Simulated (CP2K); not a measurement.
Runs of CP2K 2026.2 on AlCo. Symmetry: Pm-3m, No. 221, cubic system. The conventional cell has a = 2.819 Å, b = 2.819 Å, c = 2.819 Å, α = 90.00°, β = 90.00°, γ = 90.00°. Co (site symmetry m-3m) is surrounded by 8 Al at 2.44 Å. Al (site symmetry m-3m) has 8 Co at 2.44 Å as nearest neighbours. The cell is a database's computed one.

```tsv
task	level	potentials or basis	smearing	EPS_DEFAULT	MIXING METHOD	MIXING ALPHA	NBUFFER	NGRIDS	gap on the mesh (eV)	pressure (GPa)	moment (μB)	V0 of scaled cells (Å³/atom)	B0 (GPa)
band structure	r2SCAN	POTENTIAL_UZH Co GTH-SCAN-q17, Al GTH-SCAN-q3; DZVP-MOLOPT-SCAN-GTH basis	fermi-dirac 0.01 eV	1.0E-10	PULAY_MIXING	0.4	6	5	none	1.0	0.20	-	-
equation of state	LDA	GTH_POTENTIALS Co GTH-PADE-q17, Al GTH-PADE-q3; TZVP-MOLOPT-PBE-GTH basis	fermi-dirac 0.05 eV	1.0E-9	PULAY_MIXING	0.4	6	5	-	-	-	10.79	210
equation of state	LDA	GTH_POTENTIALS Co GTH-PADE-q17, Al GTH-PADE-q3; TZVP-MOLOPT-PBE-GTH basis	fermi-dirac 0.01 eV	1.0E-9	PULAY_MIXING	0.4	6	4	-	-	-	(c)	211
equation of state	PBE	POTENTIAL_UZH Co GTH-PBE-q17, Al GTH-PBE-q3; TZVP-MOLOPT-PBE-GTH basis	fermi-dirac 0.05 eV	1.0E-10	BROYDEN_MIXING	0.2	10	4	-	-	-	(a)	179
equation of state	LDA	GTH_POTENTIALS Co GTH-PADE-q17, Al GTH-PADE-q3; TZVP-MOLOPT-PBE-GTH basis	fermi-dirac 0.1 eV	1.0E-9	PULAY_MIXING	0.4	6	5	-	-	-	10.79	210
band structure	r2SCAN	POTENTIAL_UZH Co GTH-SCAN-q17, Al GTH-SCAN-q3; TZVP-MOLOPT-SCAN-GTH basis	fermi-dirac 0.05 eV	1.0E-9	PULAY_MIXING	0.4	6	4	none	(b)	0.25	-	-
equation of state	PBEsol	POTENTIAL_UZH Co GTH-PBE-q17, Al GTH-PBE-q3; TZVP-MOLOPT-PBE-GTH basis	fermi-dirac 0.05 eV	1.0E-10	PULAY_MIXING	0.4	6	5	-	-	-	11.34	191
```

Alike in all rows: spin collinear, ferromagnetic start; cell as given; k mesh 9 × 9 × 9.

**Question.** Fill in the values left out.

**Answer.** (a) 11.60; (b) 2.3; (c) 10.78.

Caveats: the basis of atomic orbitals isn't converged, which shifts pressures, moduli and gaps; the potentials were made for another functional, which shifts forces and pressure (some runs).

A k mesh can miss the band edges.

A gap of «none» marks a metal or a gap under the smearing width.

Not every run made on this cell is shown here.
